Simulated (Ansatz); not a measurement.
Structure relaxation of Be

Theory: Ansatz, DFT PBE, scalar-relativistic, plane waves, PAW.

The start puts Be on the beta-tungsten (A15) structure type (Pm-3n, No. 223), at a guessed volume.

The final relaxation ran on this input, with the default PAW datasets:

```yaml
crystal:
  lattice:
    - [4.0075394755, 0.0, 0.0]
    - [0.0, 4.0075394755, 0.0]
    - [0.0, 0.0, 4.0075394755]
  atoms:
    - { symbol: Be, position: [0.5, 0.5, 0.5] }
    - { symbol: Be, position: [0.0, 0.0, 0.0] }
    - { symbol: Be, position: [0.25, 0.0, 0.5] }
    - { symbol: Be, position: [0.5, 0.25, 0.0] }
    - { symbol: Be, position: [0.5, 0.75, 0.0] }
    - { symbol: Be, position: [0.75, 0.0, 0.5] }
    - { symbol: Be, position: [0.0, 0.5, 0.75] }
    - { symbol: Be, position: [0.0, 0.5, 0.25] }
basis:
  ecutwfc: 420
kpoints:
  mp_grid: { grid: [10, 10, 10] }
hamiltonian:
  xc: pbe
scf:
  occupations: { method: gaussian, width: 0.1 }
output:
  forces: true
  stress: true
  eigenvalues: true
relax:
  adjacent_minimum: "off"
  f_tol: 0.01
  max_steps: 80
  cell: { stress_tol: 0.05 }
```

It can be run as:

```bash
ansatz run input.yaml --threads 1 --pin off --backend cpu --events-out ev --progress --plain --runs-dir out  # memory cap (--max-ram) not shown
```

End of the output:

```
SCF converged after 4 iterations
Free energy (F): -741.273970 eV
Harris-Foulkes:  -741.273970 eV  (|F-HF|=1.53e-11)
Internal energy: -741.266865 eV  (E = F + TS)
E sigma→0 (E₀):  -741.270418 eV
Entropy (-TS):   -0.007105 eV (-0.888 meV/atom)
Fermi energy:    7.774369 eV
--- Per-component energies (eV) ---
  E_band       = 47.531425
  E_kinetic    = 167.407901
  E_local      = 20.980061  (includes V_loc(G=0)·N_el)
  E_nonlocal   = 35.601410
  E_hartree    = 0.375631
  E_xc         = -157.769280
  E_vxc        = -165.803730  (∫ρ·V_xc dr)
  E_paw        = -476.576555  (= ΣΔE_a)
  E_vpaw       = -11.405469  (= ΣTr[D̂ρ^β])
  E_aug_tail   = -0.000006  (compensation charges beyond the density's cutoff)
  E_ewald      = -331.286027
  E_smearing   = -0.007105  (= −TS)
  E_closure    = 0.000000  (closes the sum)
  Σ components = -741.273970   (vs F -741.273970, Δ=0.00e0)
--- Forces (eV/Å), atoms counted from 1 ---
  atom   1  Be     0.00000000     0.00000000     0.00000000
  atom   2  Be     0.00000000     0.00000000     0.00000000
  atom   3  Be     0.00000000     0.00000000     0.00000000
  atom   4  Be     0.00000000     0.00000000     0.00000000
  atom   5  Be     0.00000000     0.00000000     0.00000000
  atom   6  Be     0.00000000     0.00000000     0.00000000
  atom   7  Be     0.00000000     0.00000000     0.00000000
  atom   8  Be     0.00000000     0.00000000     0.00000000
  max |Σ_I F_I| component: 7.17e-17 eV/Å
--- Stress (GPa, compression-positive) ---
        0.045166       0.000000       0.000000
        0.000000       0.045166       0.000000
        0.000000       0.000000       0.045166
  P = ⅓ Tr σ = 0.0452 GPa (0.452 kbar)
--- Relaxed structure (2 steps of the walk, 2 accepted, 1 SCFs on fresh bases) ---
  F+E_penalty+E_count = -741.27397030 eV   max|allowed force component| = 5.117e-17 eV/Å   (the final SCF, on the basis selected at the relaxed cell)
  cell:  # Å, volume = 64.3953 Å³
    - [4.008218, 0.000000, 0.000000]
    - [0.000000, 4.008218, 0.000000]
    - [0.000000, 0.000000, 4.008218]
  atoms:
    - { symbol: Be, position: [0.5, 0.5, 0.5] }
    - { symbol: Be, position: [0.000000, 0.000000, 0.000000] }
    - { symbol: Be, position: [0.25, 0.000000, 0.5] }
    - { symbol: Be, position: [0.5, 0.25, 0.000000] }
    - { symbol: Be, position: [0.5, 0.750000, 0.000000] }
    - { symbol: Be, position: [0.750000, 0.000000, 0.5] }
    - { symbol: Be, position: [0.000000, 0.5, 0.750000] }
    - { symbol: Be, position: [0.000000, 0.5, 0.25] }
```

Absolute energies hang on the potentials; compare differences alone.

The result has space group Pm-3n (No. 223). Around Be on Wyckoff site a (2 atoms of the primitive cell) lie 12 Be at 2.24 Å; Be on Wyckoff site c (6 atoms of the primitive cell) has 2 Be at 2.00 Å, 4 Be at 2.24 Å and 8 Be at 2.45 Å.

It lies 0.11 eV/atom above the element's standard state at the same level.

The k mesh leaves about 4 meV/atom of noise in metals.

A structure relaxed within its symmetry needn't be a true minimum.